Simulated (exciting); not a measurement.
Two BSE runs for the O K edge of ZnO (zincite), space group P6_3mc. Run A: exciting, all-electron LAPW+lo, PBEsol, exchange and screened direct term (singlet BSE), 5×5×3 shifted k points, 19 conduction bands, |G+q| up to 3 bohr⁻¹, full RPA screening with nempty = 41, Lorentzian half width 0.45 eV. Run B has a fault in its input.

Energy from the Kohn–Sham onset, core level to the lowest empty state found on the meshes used; one zero for both, scaled to A's maximum:

```tsv
E (eV)	A	B
-4.5	0.01	0.01
-4.0	0.02	0.01
-3.5	0.02	0.01
-3.0	0.02	0.01
-2.5	0.03	0.01
-2.0	0.03	0.02
-1.5	0.04	0.02
-1.0	0.05	0.03
-0.5	0.08	0.04
0.0	0.13	0.07
0.5	0.23	0.13
1.0	0.36	0.20
1.5	0.50	0.27
2.0	0.70	0.37
2.5	0.86	0.45
3.0	0.90	0.47
3.5	0.91	0.47
4.0	0.88	0.44
4.5	0.88	0.41
5.0	0.95	0.42
5.5	0.99	0.42
6.0	0.97	0.36
6.5	0.85	0.37
7.0	0.52	0.32
7.5	0.32	0.17
8.0	0.30	0.09
8.5	0.39	0.06
9.0	0.36	0.04
9.5	0.31	0.03
10.0	0.29	0.02
10.5	0.29	0.01
11.0	0.30	0.01
11.5	0.29	0.01
12.0	0.29	0.01
12.5	0.25	0.01
13.0	0.19	0.01
13.5	0.17	0.01
14.0	0.17	0.00
14.5	0.17	0.00
15.0	0.16	0.00
15.5	0.12	0.00
16.0	0.10	0.00
16.5	0.10	0.00
17.0	0.12	0.00
17.5	0.13	0.00
18.0	0.15	0.00
18.5	0.19	0.00
19.0	0.18	0.00
19.5	0.17	0.00
20.0	0.18	0.00
20.5	0.22	0.00
21.0	0.24	0.00
21.5	0.24	0.00
```

**Question.** What most likely went wrong in run B?

Far too few conduction bands in the BSE (conduction bands from 19 to 3). Against run A the r.m.s. difference is 60 %. The highest maximum lies at 3.2 eV (0.47), against 5.3 eV (1.00). Transitions to the missing bands are absent and can't mix into the lines that are left. Other settings could leave a like mark; this is the change that was made.

[Banner, clock and machine lines of the logs are left out without a mark of their own.]

[Logs are printed without paths, hosts, clocks, repeated set-up lines and the standing remarks that a program may print on its own settings, such as how far it seeks lower states.]

[Hosts, paths, dates, database ids (printed as entryN), source tags and the programs' standing remarks are cut or masked in the printed files.]
